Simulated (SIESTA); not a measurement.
Runs of SIESTA 5.4.2 on K. The cell holds a slab with vacuum, 3 atoms: a = 4.762 Å, b = 4.762 Å, c = 22.830 Å, α = 90.00°, β = 90.00°, γ = 120.00°. The slab is cut from a database's or a generator's crystal, which needn't be the stable form of the element.

```tsv
level	potentials or basis	gap on the mesh (eV)	largest force (eV/Å)
PW91	PseudoDojo 0.4 standard (PBE files), DZP (energy shift 0.003 Ry; two zetas on semicore shells; d shell added on K)	none	0.04
WC	PseudoDojo 0.4 standard (PBEsol files), DZP (energy shift 0.003 Ry; two zetas on semicore shells; d shell added on K)	none	0.05
RPBE	PseudoDojo 0.4 standard (PBE files), DZP (energy shift 0.003 Ry; two zetas on semicore shells; d shell added on K)	none	0.01
BLYP	PseudoDojo 0.4 standard (PBE files), DZP (energy shift 0.003 Ry; two zetas on semicore shells; d shell added on K)	none	0.03
revPBE	PseudoDojo 0.4 standard (PBE files), DZP (energy shift 0.003 Ry; two zetas on semicore shells; d shell added on K)	none	0.01
PBEsol	PseudoDojo 0.4 standard (PBEsol files), DZP (energy shift 0.003 Ry; two zetas on semicore shells; d shell added on K)	none	0.06
AM05	PseudoDojo 0.4 standard (PBEsol files), DZP (energy shift 0.003 Ry; two zetas on semicore shells; d shell added on K)	none	0.04
LDA	PseudoDojo 0.4 standard (LDA files), DZP (energy shift 0.003 Ry; two zetas on semicore shells; d shell added on K)	none	(a)
```

Alike in all rows: task single point; no spin polarisation; cell as given; k mesh 7 × 7 × 1; smearing fermi-dirac 0.05 eV; grid cutoff 800 Ry; energy shift 0.003 Ry.

Problem. Fill in the values left out.

Solution. (a) 0.09.

Caveats: the basis of atomic orbitals isn't converged, which shifts pressures, moduli and gaps; the potentials were made for another functional, which shifts forces and pressure (some runs).

A gap of «none» marks a metal or a gap under the smearing width.

Runs at the PBE level aren't shown here.
